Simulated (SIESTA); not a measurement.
# CuO (Tenorite) under changes of volume

One of the cells (10.135 Å³/atom); the others are scaled copies at fixed shape and fractional positions:

```xyz
4
Lattice="2.3418 -1.7113 0.0000 2.3418 1.7113 0.0000 -0.8500 0.0000 5.0579" Properties=species:S:1:pos:R:3 pbc="T T T"
Cu    0.7459   -0.8557    2.5289
Cu    1.1709    0.8557    0.0000
O     1.7043    0.2793    3.7934
O     2.1293   -0.2793    1.2645
```

| Property | Result |
| --- | --- |
| Program | SIESTA 5.4.2 |
| Functional | PBE |
| Potentials or basis | SG15 1.2 NC or PseudoDojo by element (PBE files) |
| Basis | DZP (energy shift 0.002 Ry) |
| Grid cutoff | 800 Ry |
| Energy shift | 0.002 Ry |
| k mesh | 10 × 10 × 5 |
| Occupations | fermi-dirac, width 0.05 eV |
| Spin | no spin polarisation |

```csv
volume (Å³/atom),energy over the lowest point (meV/atom),pressure (GPa),largest force (eV/Å)
9.527,73.02,23.3,0.209
9.730,46.77,18.2,0.144
9.932,27.03,13.1,0.087
10.135,13.29,8.8,0.024
10.338,?,?,?
10.540,0.42,1.8,0.137
10.743,0.00,-1.1,0.191
```

What does the run at 10.338 Å³/atom give?

Energy over the lowest point 4.67 meV/atom; pressure 5.0 GPa; largest force 0.103 eV/Å.

Worked out: A Birch-Murnaghan fit of order 3 (a polynomial in V^(-2/3)) to the other rows has its minimum at 10.66 Å³/atom with B0 = V·E''(V) = 148 GPa and B' = 6.3 at fixed shape and positions, which overstates the stiffness. It gives 4.60 meV/atom at 10.338 Å³/atom, against the run's 4.67, and -dE/dV = 5.0 GPa, against 5.0.

Energies are extrapolated to zero smearing.

Caveats: semicore shells carry a single zeta, which can move pressures by several GPa and volumes by a few percent; the basis of atomic orbitals isn't converged, which shifts pressures, moduli and gaps; the run has no spin polarisation, though such a crystal can be magnetic.
